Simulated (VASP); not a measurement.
A run of VASP 6.6.1 is set up as follows.

File INCAR:

```
SYSTEM = MoS2
PREC = Accurate ; ENCUT = 500
EDIFF = 1E-6 ; ISMEAR = 0
SIGMA = 0.02 ; LREAL = .FALSE.
LASPH = .TRUE. ; NELM = 100
ALGO = Normal ; ISIF = 2
LWAVE = .FALSE. ; LCHARG = .FALSE.
GGA = PE
```

KPOINTS

```
regular mesh
0
G
  5 5 5
  0 0 0
```

POSCAR

```
MoS2
1.0
    1.5855000000      0.9153888518      6.1149966667
   -1.5855000000      0.9153888518      6.1149966667
    0.0000000000     -1.8307777036      6.1149966667
Mo S
1 2
Direct
    0.0000000000      0.0000000000      0.0000000000
    0.2500000000      0.2500000000      0.2500000000
    0.7500000000      0.7500000000      0.7500000000
```

Potentials or basis: VASP PAW PBE potentials, release 64 (Mo_sv_GW, S_GW).

Command:

```bash
$ cat potpaw_PBE.64/Mo_sv_GW/POTCAR potpaw_PBE.64/S_GW/POTCAR > POTCAR
$ mpirun -np 1 vasp_std > vasp.out
```

Estimate the largest force.

0.923 eV/Å.

What does it give for the pressure?

7.4 GPa.

Predict the band gap on the k mesh.

none (metal or under the smearing width).

Stress tensor (GPa, compression positive):
```
6.45 0.00 0.00
0.00 6.45 0.00
0.00 0.00 9.23
```

Caveat: the k mesh is coarse (spacing up to 0.46 Å⁻¹), so the values aren't converged; the cell's inner coordinates are idealised or old, which leaves forces on the atoms.
